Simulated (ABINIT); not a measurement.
Ru:

```
CELL_PARAMETERS angstrom
2.70580 0.00000 0.00000
-1.35290 2.34329 0.00000
0.00000 0.00000 4.28190
ATOMIC_POSITIONS crystal
Ru 0.66667 0.33333 0.75000
Ru 0.33333 0.66667 0.25000
```

Base run:

```yaml
Program: ABINIT 10.8.3 (patched build)
Functional: PBEsol
Potentials_or_basis: JTH PAW PBE v2.0
Cutoff: 408 eV
k_mesh: 14 × 14 × 8
Occupations: fermi-dirac, width 0.05 eV
Spin: no spin polarisation
```

Its results: band gap on the k mesh none (metal or under the smearing width); pressure -5.9 GPa.

**Question.** After a change of settings the same cell gave: band gap on the k mesh none (metal or under the smearing width); pressure -12.5 GPa. Which change was it?
A. k mesh from 14 × 14 × 8 to 7 × 7 × 4
B. functional from PBEsol to LDA; potentials or basis from JTH PAW PBE v2.0 to JTH PAW LDA v2.0
C. functional from PBEsol to PBE; k mesh from 14 × 14 × 8 to 9 × 9 × 5

**Answer.** B.

Caveats: the PAW data sets were made with another functional, which shifts forces and pressure a little (some runs).
